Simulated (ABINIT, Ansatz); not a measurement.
# Converging GW for SiC (Moissanite) in ABINIT

Wanted: a converged G0W0 gap of SiC (Moissanite), or an estimate of the limit.

Program: ABINIT 10.8.3. Level of theory: PBE and many-body steps on it, plane waves. Results are calculated unless marked as measured.

### Step 1. Starting point

The structure is hexagonal, space group P6_3mc (No. 186). Conventional cell: a = 3.076 Å, b = 3.076 Å, c = 5.048 Å, α = 90.00°, β = 90.00°, γ = 120.00°. Nearest to Si lie 4 C at 1.87 to 1.94 Å. Nearest to C lie 4 Si at 1.87 to 1.94 Å. Farther neighbours are not listed.

Coordinates:

```cif
data_structure
_symmetry_space_group_name_H-M 'P6_3mc'
_symmetry_Int_Tables_number 186
_cell_length_a 3.0760
_cell_length_b 3.0760
_cell_length_c 5.0480
_cell_angle_alpha 90.000
_cell_angle_beta 90.000
_cell_angle_gamma 120.000
_cell_volume 41.36
loop_
_atom_site_label
_atom_site_type_symbol
_atom_site_symmetry_multiplicity
_atom_site_Wyckoff_symbol
_atom_site_fract_x
_atom_site_fract_y
_atom_site_fract_z
_atom_site_occupancy
Si1 Si 2 b 0.33333 0.66667 0.00000 1
C1 C 2 b 0.33333 0.66667 0.38500 1
```

The cell and positions come from the Crystallography Open Database and are kept as given unless a step says otherwise.

### Step 2. Empty states on the mesh, 6×6×4 mesh, 553 bands

This step: ABINIT 10.8.3; DFT, PBE, plane waves, norm-conserving pseudopotentials.

The sums over transitions need many empty states on a uniform mesh; this step solves for them.

run.abi reads:

```
acell 3*1.0 Angstrom
rprim 
  3.075999999976 0.000000000005 0.000000000000
  -1.537999999993 2.663894142018 0.000000000000
  0.000000000000 0.000000000000 5.048000000000
ntypat 2
znucl 14 6
natom 4
typat 1 1 2 2
xred 
  0.333333333333 0.666666666667 0.000000000000
  0.666666666667 0.333333333333 0.500000000000
  0.333333333333 0.666666666667 0.385000000000
  0.666666666667 0.333333333333 0.885000000000
pp_dirpath "pseudos"
pseudos "Si.upf, C.upf"
ecut 37
ngkpt 6 6 4
nshiftk 1
shiftk 0 0 0
kptopt 1
chksymbreak 0
irdden 1
istwfk *1
nband 553
prtvol 0
optdriver 6
gwr_task "HDIAGO"
paral_kgb 0
occopt 1
indata_prefix "in"
outdata_prefix "out"
tmpdata_prefix "tmp"
```

The run is started by

```
$ OMP_NUM_THREADS=1 mpirun -n 4 abinit run.abi > log
```

What it wrote:

```text
.Version 10.8.3 of ABINIT. v10.8.2 released Aug 2026.

 Symmetries : space group P6_3 m c (#186); Bravais hP (primitive hexag.)
[... echo of the input left out ...]
== DATASET  1 ==================================================================
-   mpi_nproc: 4, omp_nthreads: 1 (-1 if OMP is not activated)

--- !DatasetInfo
iteration_state: {dtset: 1, }
dimensions: {natom: 4, nkpt: 21, mband: 553, nsppol: 1, nspinor: 1, nspden: 1, mpw: 3018, }
cutoff_energies: {ecut:  37.0, pawecutdg:  -1.0, }
[...]
Indirect band gap semiconductor
 Fundamental gap:     2.329 (eV)
   VBM:     7.139 (eV) at k: [ 0.0000E+00,  0.0000E+00,  0.0000E+00]
   CBM:     9.468 (eV) at k: [ 3.3333E-01,  3.3333E-01,  0.0000E+00]
 Direct gap:         4.083 (eV) at k: [ 5.0000E-01,  0.0000E+00,  0.0000E+00]

== END DATASET(S) ==============================================================
================================================================================

 -outvars: echo values of variables after computation  --------
           etotal      0.0000000000E+00
            nband         553
             nkpt          21
          spgroup         186
 [... the other variables as echoed above ...]

 Calculation completed.
```

Elapsed: 84 s, on 4 MPI ranks of Intel Xeon Platinum 8488C (Sapphire Rapids), shared host; peak memory 2.3 GiB.

This step gave:

* gap: 2.329 eV
* k of the valence top: 0, 0, 0
* k of the conduction bottom: 0.3333, 0.3333, 0
* least direct gap: 4.083 eV
* k points computed: 21
* lowest point of the top converged band, above the valence top: 296.1067 eV

On this mesh the gap is 2.329 eV.

The density comes from a self-consistent run that is not shown.

### Step 3. Screening, 6×6×4 mesh, 75 bands, screening to 133.3 eV

The RPA dielectric matrix is built and inverted for each q.

This step: RPA screening on PBE, plane waves, norm-conserving pseudopotentials.

Edit run.abi of step 2 so:

```diff
@@ -22,10 +22,11 @@
 chksymbreak 0
-irdden 1
 istwfk *1
-nband 553
-prtvol 0
-optdriver 6
-gwr_task "HDIAGO"
-paral_kgb 0
 occopt 1
+irdwfk 1
+optdriver 3
+nband 75
+ecuteps 4.9
+inclvkb 2
+awtr 1
+symchi 1
 indata_prefix "in"
```

What it wrote:

```text
.Version 10.8.3 of ABINIT. v10.8.2 released Aug 2026.

 Symmetries : space group P6_3 m c (#186); Bravais hP (primitive hexag.)
[... echo of the input left out ...]
== DATASET  1 ==================================================================
-   mpi_nproc: 4, omp_nthreads: 1 (-1 if OMP is not activated)

--- !DatasetInfo
iteration_state: {dtset: 1, }
dimensions: {natom: 4, nkpt: 21, mband: 75, nsppol: 1, nspinor: 1, nspden: 1, mpw: 3018, }
cutoff_energies: {ecut:  37.0, pawecutdg:  -1.0, }
electrons: {nelect:   1.60000000E+01, charge:   0.00000000E+00, occopt:   1.00000000E+00, tsmear:   1.00000000E-02, }

 SCREENING: Calculation of the susceptibility and dielectric matrices

 Based on a program developped by R.W. Godby, V. Olevano, G. Onida, and L. Reining.
 Incorporated in ABINIT by V. Olevano, G.-M. Rignanese, and M. Torrent.
.Using double precision arithmetic ; gwpc =  8

[... cell and pseudopotentials left out ...]
--------------------------------------------------------------------------------

 ==== K-mesh for the wavefunctions ====
 Number of points in the irreducible wedge :    21
[... list of points left out ...]
 Together with 12 symmetry operations and time-reversal symmetry
 yields   144 points in the full Brillouin Zone.

 ==== Q-mesh for the screening function ====
 Number of points in the irreducible wedge :    21
[... list of points left out ...]
 Together with 12 symmetry operations and time-reversal symmetry
 yields   144 points in the full Brillouin Zone.

 setmesh: FFT mesh size selected  =    20x   20x   36
          total number of points  =        14400

 vcoul_init : cutoff-mode = AUXILIARY_FUNCTION
 q-points for optical limit:   1
     1)      0.000010    0.000020    0.000030

- screening: taking advantage of time-reversal symmetry
- Maximum band index for partially occupied states nbvw = 8
- Remaining bands to be divided among processors   nbcw = 67
- Number of bands treated by each node ~16

 Number of electrons calculated from density =   16.0000; Expected =   16.0000
 average of density, n =  0.057319
 r_s =    1.6089
 omega_plasma =   23.0944 [eV]

 calculating chi0 at frequencies [eV] :
  1    0.000000E+00    0.000000E+00
  2    0.000000E+00    2.309436E+01

--------------------------------------------------------------------------------
  q-point number  1        q = ( 0.000000, 0.000000, 0.000000) [r.l.u.]
--------------------------------------------------------------------------------
[... chi0 elements left out ...]
 For q-point:  0.000010 0.000020 0.000030
  dielectric constant =   6.8483
  dielectric constant without local fields =   7.4924

  Average fulfillment of the sum rule on Im[epsilon] for q-point    1 :     77.59  [%]
[... wings left out ...]
  q-point number  2        q = ( 0.166667, 0.000000, 0.000000) [r.l.u.]
--------------------------------------------------------------------------------
[... chi0 elements left out ...]
  Average fulfillment of the sum rule on Im[epsilon] for q-point    2 :     88.18  [%]

 [... 19 further q-points ...]
```

The job ended after 45 s (4 MPI ranks; peak memory 0.9 GiB; 3 min of CPU time).

Numbers from this step:

```
ε∞ with local fields, on this mesh, along the program's q direction : 6.848
the same without local fields                                       : 7.492
plasma frequency                                                    : 23.09 eV
plane waves in the screening matrix                                 : 135
```

Local fields lower ε∞ by 9 %.

### Step 4. 75 bands, 133.3 eV

The self-energy is evaluated for the states that the input lists, and the levels follow from it, in one-shot runs by the linearised quasiparticle equation.

This step: G0W0 on PBE, plane waves, norm-conserving pseudopotentials.

Edit run.abi of step 3 so:

```diff
@@ -25,8 +25,19 @@
 irdwfk 1
-optdriver 3
+optdriver 4
 nband 75
+gwcalctyp 0
+ecutsigx 37
+symsigma 1
+nkptgw 3
+kptgw 
+  0.0000000000 0.0000000000 0.0000000000
+  0.3333333333 0.3333333333 0.0000000000
+  0.5000000000 0.0000000000 0.0000000000
+bdgw 
+  6 10
+  7 10
+  7 10
 ecuteps 4.9
-inclvkb 2
-awtr 1
-symchi 1
+irdscr 1
+ppmodel 1
 indata_prefix "in"
```

What it wrote:

```text
.Version 10.8.3 of ABINIT. v10.8.2 released Aug 2026.

 Symmetries : space group P6_3 m c (#186); Bravais hP (primitive hexag.)
[... echo of the input left out ...]
== DATASET  1 ==================================================================
-   mpi_nproc: 4, omp_nthreads: 1 (-1 if OMP is not activated)

--- !DatasetInfo
iteration_state: {dtset: 1, }
dimensions: {natom: 4, nkpt: 21, mband: 75, nsppol: 1, nspinor: 1, nspden: 1, mpw: 3018, }
cutoff_energies: {ecut:  37.0, pawecutdg:  -1.0, }
electrons: {nelect:   1.60000000E+01, charge:   0.00000000E+00, occopt:   1.00000000E+00, tsmear:   1.00000000E-02, }

 SIGMA: Calculation of the GW corrections

 Based on a program developped by R.W. Godby, V. Olevano, G. Onida, and L. Reining.
 Incorporated in ABINIT by V. Olevano, G.-M. Rignanese, and M. Torrent.
.Using double precision arithmetic ; gwpc =  8

[... cell and pseudopotentials left out ...]
--------------------------------------------------------------------------------

 ==== K-mesh for the wavefunctions ====
 Number of points in the irreducible wedge :    21
[... list of points left out ...]
 Together with 12 symmetry operations and time-reversal symmetry
 yields   144 points in the full Brillouin Zone.

 ==== Q-mesh for screening function ====
 Number of points in the irreducible wedge :    21
[... list of points left out ...]
 Together with 12 symmetry operations and time-reversal symmetry
 yields   144 points in the full Brillouin Zone.

 vcoul_init : cutoff-mode = AUXILIARY_FUNCTION
 q-points for optical limit:   1
     1)      0.000010    0.000020    0.000030
 setmesh: FFT mesh size selected  =    27x   27x   54
          total number of points  =        39366

 Number of electrons calculated from density =   16.0000; Expected =   16.0000
 average of density, n =  0.057319
 r_s =    1.6089
 omega_plasma =   23.0944 [eV]

 === KS Band Gaps ===
  >>>> For spin  1
   Minimum direct gap =   4.0829 [eV], located at k-point      :   0.5000  0.0000  0.0000
   Fundamental gap    =   2.3294 [eV], Top of valence bands at :   0.0000  0.0000  0.0000
                                       Bottom of conduction at :   0.3333  0.3333  0.0000
 SIGMA fundamental parameters:
 PLASMON POLE MODEL  1
 number of plane-waves for SigmaX                 2997
 number of plane-waves for SigmaC and W            135
 number of plane-waves for wavefunctions          2997
 number of bands                                    75
 number of independent spin polarizations            1
 number of spinorial components                      1
 number of k-points in IBZ                          21
 number of q-points in IBZ                          21
 number of symmetry operations                      12
 number of k-points in BZ                          144
 number of q-points in BZ                          144
 number of frequencies for dSigma/dE                 9
 frequency step for dSigma/dE [eV]                0.25
 number of omega for Sigma on real axis              0
 max omega for Sigma on real axis  [eV]           0.00
 zcut for avoiding poles [eV]                     0.10

 EPSILON^-1 parameters (SCR file):
 dimension of the eps^-1 matrix on file            135
 dimension of the eps^-1 matrix used               135
 number of plane-waves for wavefunctions          2997
 number of bands                                    75
 number of q-points in IBZ                          21
 number of frequencies                               2
 number of real frequencies                          1
 number of imag frequencies                          1

 matrix elements of self-energy operator (all in [eV])

 Perturbative Calculation

--- !SelfEnergy_ee
iteration_state: {dtset: 1, }
kpoint     : [   0.000,    0.000,    0.000, ]
spin       : 1
KS_gap     :    4.620
QP_gap     :    5.419
Delta_QP_KS:    0.800
data: !SigmaeeData |
     Band     E0 <VxcDFT>   SigX SigC(E0)      Z dSigC/dE  Sig(E)    E-E0       E
        6   6.864 -15.055 -17.694   2.373   0.795  -0.258 -15.266  -0.211   6.653
        7   6.864 -15.055 -17.694   2.373   0.795  -0.258 -15.266  -0.211   6.653
        8   7.139 -14.882 -17.276   2.159   0.796  -0.256 -15.069  -0.187   6.952
        9  11.758 -12.188  -7.007  -4.423   0.808  -0.238 -11.575   0.613  12.371
       10  13.157 -12.746  -7.214  -4.768   0.796  -0.256 -12.137   0.609  13.766

--- !SelfEnergy_ee
iteration_state: {dtset: 1, }
kpoint     : [   0.333,    0.333,    0.000, ]
spin       : 1
KS_gap     :    6.371
QP_gap     :    7.352
Delta_QP_KS:    0.981
data: !SigmaeeData |
     Band     E0 <VxcDFT>   SigX SigC(E0)      Z dSigC/dE  Sig(E)    E-E0       E
        7   3.097 -12.979 -16.874   3.081   0.783  -0.277 -13.617  -0.638   2.459
[...]
--- !SelfEnergy_ee
iteration_state: {dtset: 1, }
kpoint     : [   0.500,    0.000,    0.000, ]
spin       : 1
KS_gap     :    4.083
QP_gap     :    4.904
Delta_QP_KS:    0.821
data: !SigmaeeData |
     Band     E0 <VxcDFT>   SigX SigC(E0)      Z dSigC/dE  Sig(E)    E-E0       E
[...]
8   5.651 -14.535 -17.688   2.656   0.792  -0.263 -14.928  -0.394   5.257
        9   9.734 -10.592  -6.058  -4.015   0.822  -0.216 -10.165   0.427  10.161
       10  11.338 -11.767  -6.941  -4.066   0.811  -0.233 -11.150   0.617  11.955

== END DATASET(S) ==============================================================
================================================================================

 -outvars: echo values of variables after computation  --------
           etotal      0.0000000000E+00
            nband          75
             nkpt          21
          spgroup         186
 [... the other variables as echoed above ...]

 Calculation completed.
```

The job ended after 8.9 s (4 MPI ranks; peak memory 0.84 GiB).

Numbers from this step:

| Item | Value |
| --- | --- |
| G0W0 gap on the points computed | 2.860 eV |
| starting gap on the mesh | 2.329 eV |
| k of the valence top | 0, 0, 0 |
| k of the conduction bottom | 0.3333, 0.3333, 0 |
| Z at the valence top | 0.796 |
| Z at the conduction bottom | 0.826 |
| least direct G0W0 gap on the computed points | 4.904 eV |

The gap on the mesh goes from 2.33 eV to 2.86 eV, a correction of +0.53 eV.

### Step 5. Screening, 6×6×4 mesh, 227 bands, screening to 247.6 eV

This step: RPA screening on PBE, plane waves, norm-conserving pseudopotentials.

Edit run.abi of step 4 so:

```diff
@@ -25,19 +25,8 @@
 irdwfk 1
-optdriver 4
-nband 75
-gwcalctyp 0
-ecutsigx 37
-symsigma 1
-nkptgw 3
-kptgw 
-  0.0000000000 0.0000000000 0.0000000000
-  0.3333333333 0.3333333333 0.0000000000
-  0.5000000000 0.0000000000 0.0000000000
-bdgw 
-  6 10
-  7 10
-  7 10
-ecuteps 4.9
-irdscr 1
-ppmodel 1
+optdriver 3
+nband 227
+ecuteps 9.1
+inclvkb 2
+awtr 1
+symchi 1
 indata_prefix "in"
```

What it wrote:

```text
.Version 10.8.3 of ABINIT. v10.8.2 released Aug 2026.

 Symmetries : space group P6_3 m c (#186); Bravais hP (primitive hexag.)
[... echo of the input left out ...]
== DATASET  1 ==================================================================
-   mpi_nproc: 4, omp_nthreads: 1 (-1 if OMP is not activated)

--- !DatasetInfo
iteration_state: {dtset: 1, }
dimensions: {natom: 4, nkpt: 21, mband: 227, nsppol: 1, nspinor: 1, nspden: 1, mpw: 3018, }
cutoff_energies: {ecut:  37.0, pawecutdg:  -1.0, }
electrons: {nelect:   1.60000000E+01, charge:   0.00000000E+00, occopt:   1.00000000E+00, tsmear:   1.00000000E-02, }

 SCREENING: Calculation of the susceptibility and dielectric matrices

 Based on a program developped by R.W. Godby, V. Olevano, G. Onida, and L. Reining.
 Incorporated in ABINIT by V. Olevano, G.-M. Rignanese, and M. Torrent.
.Using double precision arithmetic ; gwpc =  8

[... cell and pseudopotentials left out ...]
--------------------------------------------------------------------------------

 ==== K-mesh for the wavefunctions ====
 Number of points in the irreducible wedge :    21
[... list of points left out ...]
 Together with 12 symmetry operations and time-reversal symmetry
 yields   144 points in the full Brillouin Zone.

 ==== Q-mesh for the screening function ====
 Number of points in the irreducible wedge :    21
[... list of points left out ...]
 Together with 12 symmetry operations and time-reversal symmetry
 yields   144 points in the full Brillouin Zone.

 setmesh: FFT mesh size selected  =    24x   24x   40
          total number of points  =        23040

 vcoul_init : cutoff-mode = AUXILIARY_FUNCTION
 q-points for optical limit:   1
     1)      0.000010    0.000020    0.000030

- screening: taking advantage of time-reversal symmetry
- Maximum band index for partially occupied states nbvw = 8
- Remaining bands to be divided among processors   nbcw = 219
- Number of bands treated by each node ~54

 Number of electrons calculated from density =   16.0000; Expected =   16.0000
 average of density, n =  0.057319
 r_s =    1.6089
 omega_plasma =   23.0944 [eV]

 calculating chi0 at frequencies [eV] :
  1    0.000000E+00    0.000000E+00
  2    0.000000E+00    2.309436E+01

--------------------------------------------------------------------------------
  q-point number  1        q = ( 0.000000, 0.000000, 0.000000) [r.l.u.]
--------------------------------------------------------------------------------
[... chi0 elements left out ...]
 For q-point:  0.000010 0.000020 0.000030
  dielectric constant =   6.8433
  dielectric constant without local fields =   7.4946

  Average fulfillment of the sum rule on Im[epsilon] for q-point    1 :     93.90  [%]
[... wings left out ...]
  q-point number  2        q = ( 0.166667, 0.000000, 0.000000) [r.l.u.]
--------------------------------------------------------------------------------
[... chi0 elements left out ...]
  Average fulfillment of the sum rule on Im[epsilon] for q-point    2 :     96.17  [%]

 [... 19 further q-points ...]
```

It took 6.6 min on 4 MPI ranks; peak memory 2.6 GiB.

Numbers from this step:

```
ε∞ with local fields, on this mesh, along the program's q direction : 6.843
the same without local fields                                       : 7.495
plasma frequency                                                    : 23.09 eV
plane waves in the screening matrix                                 : 373
```

[end of part 1 of 2]

[Paths, hosts, dates, memory and timing lines, banners, echoed tables and standing remarks are left out of the program output.]

[Logs are printed without paths, hosts, clocks, repeated set-up lines and the standing remarks that a program may print on its own settings, such as how far it seeks lower states.]

[Runs of the session that timed out or met a known fault of the program may be left out.]

[Hosts, paths, dates, database ids (printed as entryN), source tags and the programs' standing remarks are cut or masked in the printed files.]

[G0W0 gaps are taken among the corrected bands and points alone; a level outside them can change the order at an edge.]

[Where Ansatz stands beside ABINIT at settings called matched, ABINIT's density can come from a denser mesh and the files from another edition; pairs whose starting gaps differed by over 0.03 eV were left out, so agreement reads better than it is.]
